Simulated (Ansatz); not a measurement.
# Te2Mo monolayer (2H): modes against uniaxial strain along the armchair direction, normal to a, with the width clamped, part 2 of 3

Wanted: the shifts of the zone-centre modes of Te2Mo monolayer (2H) with strain.

Ansatz 0.2.0; DFT PBEsol, scalar-relativistic, plane waves, PAW; PAW set soft_1.

So far: Starting point; Relaxation.

## (2) Relaxation (continued)

Valence density in the ac plane at fractional y = 0.333, with atoms of Te within 0.2 Å of it. It is the smooth field of the valence electrons, not physical close to the nuclei.

Values in e/Å³, 24 rows by 14 columns, each cell a mean:
```
 0  0  0  0  0  0  0  0  0  0  0  0  0  0
 0  0  0  0  0  0  0  0  0  0  0  0  0  0
 0  0  0  0  0  0  0  0  0  0  0  0  0  0
 0  0  0  0  0  0  0  0  0  0  0  0  0  0
 0  0  0  0  0  0  0  0  0  0  0  0  0  0
 0  0  0  0  0  0  0  0  0  0  0  0  0  0
 0  0  0  0  0  0  0  0  0  0  0  0  0  0
 0  0  0  0  0  0  0  0  0  0  0  0  0  0
 0  0  0  0  0  0  0  0  0  0  0  0  0  0
 0  0  0  0  0  0  0  0  0  0  0  0  0  0
 0  0  0  0  0  0  0  0  0  0  0  0  0  0
 0  0  0  0  0  0  0  0  0  0  0  0  0  0
 0  0  0  0  0  0  0  0  0  0  0  0  0  0
 0  0  0  0  0  0  0  0  0  0  0  0  0  0
 0  0  0  0  0  0  1  3  7  9  8  4  2  1
 0  0  0  0  0  0  0  1  2  3  2  1  1  0
 0  0  0  0  0  0  0  0  0  0  0  0  0  0
 0  0  0  0  0  0  1  3  8 11 10  5  2  1
 0  0  0  0  0  0  0  0  1  1  1  0  0  0
 0  0  0  0  0  0  0  0  0  0  0  0  0  0
 0  0  0  0  0  0  0  0  0  0  0  0  0  0
 0  0  0  0  0  0  0  0  0  0  0  0  0  0
 0  0  0  0  0  0  0  0  0  0  0  0  0  0
 0  0  0  0  0  0  0  0  0  0  0  0  0  0
```
Columns run along a (3.5 Å), rows up along c (31.0 Å). Atoms in or near the plane, at fractional coordinates: Te at (0.67, 0.38), Te at (0.67, 0.26).

## (3) Tight relaxation

Phonons need small forces and stress, so the relaxation is finished with tight tolerances on 9×9×1 k points.

Input file input.yaml:

```yaml
crystal:
  lattice:
    - [3.4909760873, 0.0, 0.0]
    - [-1.7454880436, 3.0232739756, 0.0]
    - [0.0, 0.0, 31.0]
  atoms:
    - { symbol: Mo, position: [0.3333333333, 0.6666666667, 0.3225806452] }
    - { symbol: Te, position: [0.6666666667, 0.3333333333, 0.3807536595] }
    - { symbol: Te, position: [0.6666666667, 0.3333333333, 0.2644076308] }
  periodic: [true, true, false]
kpoints:
  mp_grid: { grid: [9, 9, 1] }
hamiltonian:
  xc: pbesol
  pseudopotentials: { kind: paw, azcp: { folder: soft_1 }, xc_functional: pbe }
scf:
  occupations: { method: fixed }
output:
  forces: true
  stress: true
  eigenvalues: true
  write_density: true
  write_potential: true
  elf: true
  volumetric_format: npy
relax:
  adjacent_minimum: "off"
  f_tol: 0.001
  max_steps: 60
  cell: { stress_2d_tol: 0.002 }
```

Launch:

```
$ ansatz run input.yaml --threads 4 --pin off --max-ram 16384MiB --backend cpu --events-out ev --progress --plain --runs-dir out
```

Numbers of over 12 decimals in the logs are rounded to 6 here.

Output:

```text
[...]
Crystal: 3 atoms, lattice volume = 327.179 Å³
Basis set: ecut = 420 eV, 6373 PW (Γ), exchange–correlation on 48×48×432 points (8 copies of the dense FFT grid, shifted against one another)
Bands: 28, of which v1, the nominal top of the filled ones, is band 23 counted from 1 (22 counted from 0)
Symmetry: 12 space group operations
[...]
k-points: 12 of 81 (time reversal used)
[...]
--- Relaxed structure (1 steps of the walk, 1 accepted, 1 SCFs on fresh bases) ---
[...]
cell:  # Å, volume = 327.1795 Å³
    - [3.490976, -2.8867589464264648e-11, 0.0]
    - [-1.745488, 3.023274, 0.0]
    - [0.0, 0.0, 31.0]
  atoms:
    - { symbol: Mo, position: [0.333333, 0.666667, 0.322581] }
    - { symbol: Te, position: [0.666667, 0.333333, 0.380754] }
    - { symbol: Te, position: [0.666667, 0.333333, 0.264408] }
[key lines of the parts left out:]
SCF converged after 8 iterations
Free energy (F): -18701.485408 eV
Fermi energy:    -4.926153 eV
P = ½ c Tr σ = 0.0010 N/m
```

It took 10 s on 4 threads of Arm Neoverse V1, shared host; peak memory 0.63 GiB; 37 s of CPU time.

Little changed from the start: no atom moved by 0.005 Å and no cell edge by 0.1 %.

Electrostatic potential energy in the ac plane at fractional y = 0.333, with atoms of Te within 0.2 Å of it. With pseudopotentials it is smooth inside the atoms' cores, unlike the true potential.

Ten even steps from '0' (-30 eV) to '9' (0 eV), each cell a mean:
```
99999999999999
99999999999999
99999999999999
99999999999999
99999999999999
99999999999999
99999999999999
99999999999999
99999999999999
99999999999999
99999999999999
99999999999999
99999999999999
99999999888999
78998521455213
77777754344346
76666777666677
78887510476202
99999876555678
99999999999999
99999999999999
99999999999999
99999999999999
99999999999999
```
Columns run along a (3.5 Å; values clipped at the 3rd and 97th percentile), rows up along c (31.0 Å). Atoms in or near the plane, at fractional coordinates: Te at (0.67, 0.38), Te at (0.67, 0.26).

Valence density in the ac plane at fractional y = 0.333, with atoms of Te within 0.2 Å of it. It is the smooth field of the valence electrons, not physical close to the nuclei.

Ten steps, logarithmic in the rise over the least value, from '_' (0 e/Å³) to '@' (11 e/Å³), each cell a mean:
```
____________________________
____________________________
____________________________
____________________________
____________________________
____________________________
____________________________
____________________________
____________________________
____________________________
____________________________
____________________________
____________________________
____________..............__
::......::--==##%%@@@@##++--
::::::::::----==******++==--
::------::::::----------::::
::::..::::--==##@@@@@@%%**==
..______....::--======--::::
____________________________
____________________________
____________________________
____________________________
____________________________
```
Columns run along a (3.5 Å), rows up along c (31.0 Å). Atoms in or near the plane, at fractional coordinates: Te at (0.67, 0.38), Te at (0.67, 0.26).

ELF in the ac plane at fractional y = 0.333, with atoms of Te within 0.2 Å of it. It is the smooth field of the valence electrons, not physical close to the nuclei.

Ten even steps from '0' (0.00) to '9' (0.78), each cell a mean:
```
00000000000000
00000000000000
00000000000000
00000000000000
00000000000000
00000000000000
00000000000000
00000000000000
00000000000000
00000000000000
00000000000000
00000000000000
00000001222110
31002579999986
74236764322357
43224555433455
32223344444444
65336653111246
52014799988998
00000124555432
00000000000000
00000000000000
00000000000000
00000000000000
```
Columns run along a (3.5 Å), rows up along c (31.0 Å). Atoms in or near the plane, at fractional coordinates: Te at (0.67, 0.38), Te at (0.67, 0.26).

The largest force component left is 0.56 meV/Å, within the tolerances set.

## (4) Zone-centre response at rest

Phonons follow from the second derivative of the energy, found here by linear response.

The modes at rest are the reference of the series.

Changes to input.yaml since step 3:

```diff
@@ -18,13 +18,4 @@
 output:
-  forces: true
-  stress: true
   eigenvalues: true
-  write_density: true
-  write_potential: true
-  elf: true
-  volumetric_format: npy
-relax:
-  adjacent_minimum: "off"
-  f_tol: 0.001
-  max_steps: 60
-  cell: { stress_2d_tol: 0.002 }
+phonons:
+  method: dfpt
```

Output:

```text
Warning: crystal.symmetry: narrowed to the stabiliser of the run's FFT grids — unitary ops 12 → 6. A phonons.method: dfpt run fills in the rows of the dynamical matrix that it does not solve by its symmetry operations, which is exact only for operations that map its FFT grids onto themselves: filled in by any other, the frequencies could depend on the order in which like atoms are typed, or, by more than the grids' own error, on where the crystal sits among the grids' points. Excluded: 6 operations. The run can therefore solve more perturbations, solve them on more k-points, or both, and cost more. [rest of the remark cut]
[...]
Crystal: 3 atoms, lattice volume = 327.179 Å³
Basis set: ecut = 420 eV, 6373 PW (Γ), exchange–correlation on 48×48×432 points (8 copies of the dense FFT grid, shifted against one another)
Bands: 28, of which v1, the nominal top of the filled ones, is band 23 counted from 1 (22 counted from 0)
Symmetry: 12 space group operations
k-points: 25 of 81 (irreducible under 2 space group operations, time reversal used)
[...]
SCF iter   1: F=—  HF=-18702.227338 eV  |F-HF|=—  |Δ(HF+E_count)|=         —  Δρ=2.40e-2  dr2=2.55e0  ethr=3.10e-3  ⟨swp⟩=7.4  Hψ=3567  notcnv=0  defer=69
[...]
SCF iter  13: F=-18701.485408 eV  HF=-18701.485408 eV  |F-HF|=5.09e-11  |Δ(HF+E_count)|=  9.46e-11  Δρ=4.08e-8  dr2=6.44e-12  ethr=1.00e-12  ⟨swp⟩=29.0  Hψ=7775  notcnv=0
SCF 1 converged in 13 iterations: F = -18701.485408 eV  dr2 = 6.44e-12
[...]
DFPT response loops at Γ: preconditioner auto → none (the input reference at scf.mixing.eps_inf says where Resta's filter doesn't serve); β = 0.50; Broyden in place of MSR1
SCF converged after 13 iterations
Free energy (F): -18701.485408 eV
[...]
Internal energy: -18701.485408 eV  (E = F + TS)
E sigma→0 (E₀):  -18701.485408 eV
Fermi energy:    -4.926157 eV
[...]
--- Band table (eV; the first three rows and the last of 25) ---
  k-point 0: bands = [... 19 lower, -6.5572, -5.7527, -5.7527, -5.4931, -1.6512 (-1.6512°), -1.6512 (-1.6512°), -1.3540, -1.3540, ... 1 higher]
  k-point 1: bands = [... 19 lower, -6.4089, -5.9788, -5.6652, -5.5016, -2.2999, -2.2805, -1.7293 (-1.7293°), -1.5158, ... 1 higher]
  k-point 2: bands = [... 19 lower, -6.4669, -6.0100, -5.9736, -5.6872, -3.2897, -2.6768, -2.4588, -1.2843, ... 1 higher]
  k-point 24: bands = [... 19 lower, -7.8116, -7.2090, -6.1405, -5.3153, -3.5639, -3.0910, -2.7947, -1.2672, ... 1 higher]
  ° read free of the cell's end (the report's vacuum.weakly_bound_levels)
--- Phonons (Γ-DFPT): 6 representative perturbations + reference, on 25 of 81 k-points (Σ response iterations 25) ---
  ASR residual: 1.250e-4 → 0.000e0 eV/Å²; symmetrization residual: 8.500e-5 eV/Å²
  The last average, over the group as it would stand without the narrowing to the FFT grids, took up to 1.944e-6 eV/Å² of the zone centre's force constants
  ASR residual per site (eV/Å²): 8.29e-5 1.25e-4 1.22e-4
  Γ frequencies (cm⁻¹): 0.00 0.00 0.00 118.18 118.18 173.34 238.23 238.23 295.27
  non-analytic LO–TO correction: not included (Born effective charges unavailable; polar crystals: no LO–TO splitting at Γ)
```

The job ended after 52 s (4 threads; peak memory 1.2 GiB).

In the SCF lines HF is the Harris–Foulkes energy and dr2 the Hartree energy of the density residual, in eV; the loop may stop once dr2 is under the threshold and the program's other checks hold. Hψ counts applications of the Hamiltonian.

This step gave:

```
sum-rule residual before enforcement                    : 1.25e-4 eV/Å²
point group                                             : -6m2
highest optical mode at the zone centre (no LO-TO term) : 295.3 cm⁻¹
lowest optical zone-centre mode                         : 118.2 cm⁻¹
```

Without the LO-TO term. Patterns of degenerate modes are one choice out of their space. The modes at Γ (shares of kinetic energy by element, %):

```
mode  frequency (cm⁻¹)  symmetry  Mo %  Te %
   1               0.0  acoustic    27    73
   2               0.0  acoustic    27    73
   3               0.0  acoustic    27    73
   4             118.2       E''     0   100
   5             118.2       E''     0   100
   6             173.3       A1'     0   100
   7             238.2        E'    73    27
   8             238.2        E'    73    27
   9             295.3      A2''    73    27
```

Displacements in mode 5 (118.2 cm⁻¹), the largest set to 1:
```
Mo1  0.00  0.00  0.00
Te2 -0.04  1.00  0.00
Te3  0.04 -1.00  0.00
```

Displacements in mode 9 (295.3 cm⁻¹), the largest set to 1:
```
Mo1  0.00  0.00  1.00
Te2  0.00  0.00 -0.38
Te3  0.00  0.00 -0.38
```

Before it was imposed, the acoustic sum rule was missed by 1.3e-4 eV/Å². Small misses are needed for a sound result but don't prove that mesh and cutoff are converged. The lowest optical mode is real, 118 cm⁻¹.

## (5) A member of the series: uniaxial strain of +5 % along the armchair direction, normal to a, with the width clamped

The cell takes a uniaxial strain of +5 % along the armchair direction, normal to a, with the width clamped. The cell is held, and the atoms relax in it.

input.yaml, the sections that differ from step 4:

```yaml
crystal:
  lattice:
    - [3.4909760873, 0.0, 0.0]
    - [-1.7454880436, 3.1744376746, 0.0]
    - [0.0, 0.0, 31.0]
  atoms:
    - { symbol: Mo, position: [0.3352921442, 0.6705842886, 0.3225806452] }
    - { symbol: Te, position: [0.6656872611, 0.3313745224, 0.3798921805] }
    - { symbol: Te, position: [0.6656872611, 0.3313745224, 0.2652691099] }
  periodic: [true, true, false]
scf:
  occupations: { method: gaussian, width: 0.02 }
output:
  forces: true
  stress: true
  eigenvalues: true
relax:
  adjacent_minimum: "off"
  f_tol: 0.001
  max_steps: 60
# kpoints, hamiltonian: as in step 4
# phonons: removed
```

Output:

```text
[...]
F+E_penalty+E_count = -18701.41818443 eV   max|allowed force component| = 7.276e-4 eV/Å
  cell:  # Å, volume = 343.5385 Å³
    - [3.4909760873, -2.749294234506612e-11, 0.0]
    - [-1.745488043625, 3.174438, 0.0]
    - [0.0, 0.0, 31.0]
  atoms:
    - { symbol: Mo, position: [0.335720, 0.671440, 0.3225806452] }
    - { symbol: Te, position: [0.665473, 0.330947, 0.379681] }
    - { symbol: Te, position: [0.665473, 0.330947, 0.265480] }
[key lines of the parts left out:]
SCF converged after 5 iterations
Free energy (F): -18701.418184 eV
Fermi energy:    -4.532113 eV
P = ½ c Tr σ = -2.3602 N/m
```

The job ended after 28 s (4 threads; peak memory 0.72 GiB; 1.8 min of CPU time).

The steps of the relaxation:

```
step  energy less that of the first step (eV)  largest force component (eV/Å)
   1                                   0.0000                          0.0887
   2                                   0.0047                          0.2698
   3                                  -0.0007                          0.0039
   4                                  -0.0007                          0.0007
```

Relaxation step 2 was tried and not accepted.

Forces are held to the 4 operations that the run works with; a distortion that breaks them can't arise in this run.

The relaxed structure:

```cif
data_structure
_symmetry_space_group_name_H-M 'P 1'
_symmetry_Int_Tables_number 1
_cell_length_a 3.4910
_cell_length_b 3.6227
_cell_length_c 31.0000
_cell_angle_alpha 90.000
_cell_angle_beta 90.000
_cell_angle_gamma 118.805
_cell_volume 343.54
loop_
_atom_site_label
_atom_site_type_symbol
_atom_site_fract_x
_atom_site_fract_y
_atom_site_fract_z
_atom_site_occupancy
Mo1 Mo 0.33572 0.67144 0.32258 1
Te2 Te 0.66547 0.33095 0.37968 1
Te3 Te 0.66547 0.33095 0.26548 1
```

Numbers from this step:

```
gap on the k-mesh : 0.9892 eV
area per atom     : 3.694 Å²
```

The largest force component left is 0.73 meV/Å.

## (6) Zone-centre modes of the member: uniaxial strain of +5 % along the armchair direction, normal to a, with the width clamped

The zone-centre modes follow for uniaxial strain of +5 % along the armchair direction, normal to a, with the width clamped.

input.yaml, the sections that differ from step 5:

```yaml
crystal:
  lattice:
    - [3.4909760873, 0.0, 0.0]
    - [-1.7454880436, 3.1744376746, 0.0]
    - [0.0, 0.0, 31.0]
  atoms:
    - { symbol: Mo, position: [0.335720094, 0.6714401881, 0.3225806452] }
    - { symbol: Te, position: [0.6654732862, 0.3309465726, 0.3796808638] }
    - { symbol: Te, position: [0.6654732862, 0.3309465726, 0.2654804266] }
  periodic: [true, true, false]
scf:
  occupations: { method: fixed }
output:
  eigenvalues: true
phonons:
  method: dfpt
# kpoints, hamiltonian: as in step 5
# relax: removed
```

Output:

```text
[...]
Crystal: 3 atoms, lattice volume = 343.538 Å³
Basis set: ecut = 420 eV, 6633 PW (Γ), exchange–correlation on 60×60×432 points (8 copies of the dense FFT grid, shifted against one another)
Bands: 28, of which v1, the nominal top of the filled ones, is band 23 counted from 1 (22 counted from 0)
Symmetry: 4 space group operations
k-points: 25 of 81 (irreducible under 2 space group operations, time reversal used)
[...]
SCF iter   1: F=—  HF=-18702.169048 eV  |F-HF|=—  |Δ(HF+E_count)|=         —  Δρ=2.44e-2  dr2=2.82e0  ethr=3.10e-3  ⟨swp⟩=7.6  Hψ=3596  notcnv=0  defer=72
[...]
SCF iter  11: F=-18701.418184 eV  HF=-18701.418184 eV  |F-HF|=1.46e-11  |Δ(HF+E_count)|=  3.13e-10  Δρ=6.28e-8  dr2=2.32e-11  ethr=1.00e-12  ⟨swp⟩=28.6  Hψ=7662  notcnv=0
SCF 1 converged in 11 iterations: F = -18701.418184 eV  dr2 = 2.32e-11
[...]
SCF converged after 11 iterations
Free energy (F): -18701.418184 eV
[...]
Internal energy: -18701.418184 eV  (E = F + TS)
E sigma→0 (E₀):  -18701.418184 eV
Fermi energy:    -5.026634 eV
[...]
--- Band table (eV; the first three rows and the last of 25) ---
  k-point 0: bands = [... 19 lower, -6.5552, -6.1001, -5.8126, -5.3276, -2.1418, -1.9322 (-1.9321°), -1.8220 (-1.8220°), -1.4410, ... 1 higher]
  k-point 1: bands = [... 19 lower, -6.4430, -5.9976, -5.8527, -5.3923, -2.7048, -2.6303, -1.7611 (-1.7611°), -1.6779, ... 1 higher]
  k-point 2: bands = [... 19 lower, -6.4020, -6.0819, -6.0070, -5.7026, -3.4482, -2.8391, -2.4323, -1.3983, ... 1 higher]
  k-point 24: bands = [... 19 lower, -7.7709, -7.0986, -6.0251, -5.5789, -3.6086, -3.1691, -2.9377, -1.3235, ... 1 higher]
  ° read free of the cell's end (the report's vacuum.weakly_bound_levels)
[...]
ASR residual: 2.652e-4 → 0.000e0 eV/Å²; symmetrization residual: 4.623e-5 eV/Å²
[...]
ASR residual per site (eV/Å²): 2.65e-4 6.68e-5 5.82e-5
  Γ frequencies (cm⁻¹): 0.00 0.00 0.00 115.76 117.33 172.31 231.32 236.48 290.66
[...]
```

Wall time 78 s (4 threads); peak memory 1.3 GiB; 4.9 min of CPU time.

This step gave:

| Quantity | Value |
| --- | --- |
| sum-rule residual before enforcement | 2.65e-4 eV/Å² |
| point group | mm2 |
| highest optical mode at the zone centre (no LO-TO term) | 290.7 cm⁻¹ |
| lowest optical zone-centre mode | 115.8 cm⁻¹ |

Without the LO-TO term. Patterns of degenerate modes are one choice out of their space. The modes at Γ (shares of kinetic energy by element, %):

```
mode  frequency (cm⁻¹)  symmetry  Mo %  Te %
   1               0.0  acoustic    27    73
   2               0.0  acoustic    27    73
   3               0.0  acoustic    27    73
   4             115.8        B1     0   100
   5             117.3        A2     0   100
   6             172.3        A1     0   100
   7             231.3        A1    72    28
   8             236.5        B2    73    27
   9             290.7        B1    73    27
```

The lowest optical mode is real, 116 cm⁻¹, and the highest lies at 290.7 cm⁻¹.

## (7) A member of the series: uniaxial strain of -3 % along the armchair direction, normal to a, with the width clamped

The cell takes a uniaxial strain of -3 % along the armchair direction, normal to a, with the width clamped. The cell is held, and the atoms relax in it.

input.yaml, the sections that differ from step 6:

```yaml
crystal:
  lattice:
    - [3.4909760873, 0.0, 0.0]
    - [-1.7454880436, 2.9325757565, 0.0]
    - [0.0, 0.0, 31.0]
  atoms:
    - { symbol: Mo, position: [0.3321974852, 0.6643949705, 0.3225806452] }
    - { symbol: Te, position: [0.6672345907, 0.3344691814, 0.381193912] }
    - { symbol: Te, position: [0.6672345907, 0.3344691814, 0.2639673784] }
  periodic: [true, true, false]
scf:
  occupations: { method: gaussian, width: 0.02 }
output:
  forces: true
  stress: true
  eigenvalues: true
relax:
  adjacent_minimum: "off"
  f_tol: 0.001
  max_steps: 60
# kpoints, hamiltonian: as in step 6
# phonons: removed
```

Output:

```text
[...]
Crystal: 3 atoms, lattice volume = 317.364 Å³
Basis set: ecut = 420 eV, 6195 PW (Γ), exchange–correlation on 48×48×432 points (8 copies of the dense FFT grid, shifted against one another)
Bands: 28, of which v1, the nominal top of the filled ones, is band 23 counted from 1 (22 counted from 0)
Symmetry: 4 space group operations
[...]
F+E_penalty+E_count = -18701.45622444 eV   max|allowed force component| = 2.786e-5 eV/Å
  cell:  # Å, volume = 317.3641 Å³
    - [3.4909760873, -2.976040150790341e-11, 0.0]
    - [-1.745488043625, 2.932576, 0.0]
    - [0.0, 0.0, 31.0]
  atoms:
    - { symbol: Mo, position: [0.331584, 0.663169, 0.3225806452] }
    - { symbol: Te, position: [0.667541, 0.335082, 0.381414] }
    - { symbol: Te, position: [0.667541, 0.335082, 0.263747] }
[key lines of the parts left out:]
SCF converged after 5 iterations
Free energy (F): -18701.456224 eV
Fermi energy:    -4.221185 eV
P = ½ c Tr σ = 1.8555 N/m
```

Elapsed: 31 s, on 4 threads; peak memory 0.69 GiB.

The steps of the relaxation:

```
step  energy less that of the first step (eV)  largest force component (eV/Å)
   1                                   0.0000                          0.0991
   2                                   0.0048                          0.2604
   3                                  -0.0009                          0.0023
   4                                  -0.0009                          0.0057
   5                                  -0.0009                          0.0000
```

Relaxation steps 2, 4 were tried and not accepted.

Forces are held to the 4 operations that the run works with; a distortion that breaks them can't arise in this run.

The relaxed structure:

```
Mo Te
1.0
     3.49098    0.00000    0.00000
    -1.74549    2.93258    0.00000
     0.00000    0.00000   31.00000
Mo Te
1 2
Direct
  0.33158 0.66317 0.32258
  0.66754 0.33508 0.38141
  0.66754 0.33508 0.26375
```

This step gave:

- gap on the k-mesh: 1.252 eV
- area per atom: 3.413 Å²

The largest force component left is 0.028 meV/Å.

(Continued in part 3 of 3.)

[Logs are printed without paths, hosts, clocks, repeated set-up lines and the standing remarks that a program may print on its own settings, such as how far it seeks lower states.]

[Hosts, paths, dates, database ids (printed as entryN), source tags and the programs' standing remarks are cut or masked in the printed files.]
